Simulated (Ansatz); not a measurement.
Runs of Ansatz 0.2.0 on Co. Symmetry: P6_3/mmc, No. 194, hexagonal system. The conventional cell has a = 2.472 Å, b = 2.472 Å, c = 4.021 Å, α = 90.00°, β = 90.00°, γ = 120.00°. Co (site symmetry -6m2) has 12 Co at 2.47 Å as nearest neighbours. 

```tsv
task	level	potentials or basis	cell	k mesh	cutoff (eV)	smearing	points for each segment of the path	mesh quality	gap on the mesh (eV)	pressure (GPa)	moment (μB)	relaxed volume (Å³/atom)
band structure	PBE	PseudoDojo standard (PBE files)	as given	12 × 12 × 7	1306	fermi-dirac 0.05 eV	14	not flagged	none	5.2	3.25	-
single point	PBE0	Ansatz PAW	as given	6 × 6 × 4	420	fermi-dirac 0.05 eV	-	coarse	none	-	(c)	-
single point	PBEsol	Ansatz PAW	as given	12 × 12 × 7	420	gaussian 0.1 eV	-	not flagged	none	-5.8	3.20	-
relaxation of cell and atoms	RPBE+D4	Ansatz PAW	relaxed	12 × 12 × 7	420	fermi-dirac 0.05 eV	-	not flagged	none	0.0	3.22	10.57
band structure	HSE06	Ansatz PAW	as given	6 × 6 × 4	420	fermi-dirac 0.05 eV	4	coarse	none	-	(a)	-
band structure	rPW86-PBE	Ansatz PAW	as given	12 × 12 × 7	420	fermi-dirac 0.05 eV	14	not flagged	none	13.1	(b)	-
relaxation of cell and atoms	RPBE+D3(BJ)	Ansatz PAW	relaxed	12 × 12 × 7	420	fermi-dirac 0.05 eV	-	not flagged	-	0.0	3.01	(d)
```

Alike in all rows: spin collinear, ferromagnetic start.

**Question.** Fill in the values left out.

**Answer.** (a) 3.67; (b) 3.12; (c) 3.54; (d) 9.72.

Caveats: some runs use coarse meshes; the PAW data sets come from PBE, with cores solved anew for the run's functional, which leaves a small shift of forces and pressure (some runs); the potentials were made for another functional, which shifts forces and pressure (some runs); the magnetic or orbital state may not be the lowest (some runs); the plane-wave basis is chosen anew once the cell has moved, so the energies of steps on either side of that aren't comparable (some runs); pairwise dispersion overbinds metals, which lowers pressure and volume (some runs).

A k mesh can miss the band edges.

A gap of «none» marks a metal or a gap under the smearing width.

Not every run made on this cell is shown here.
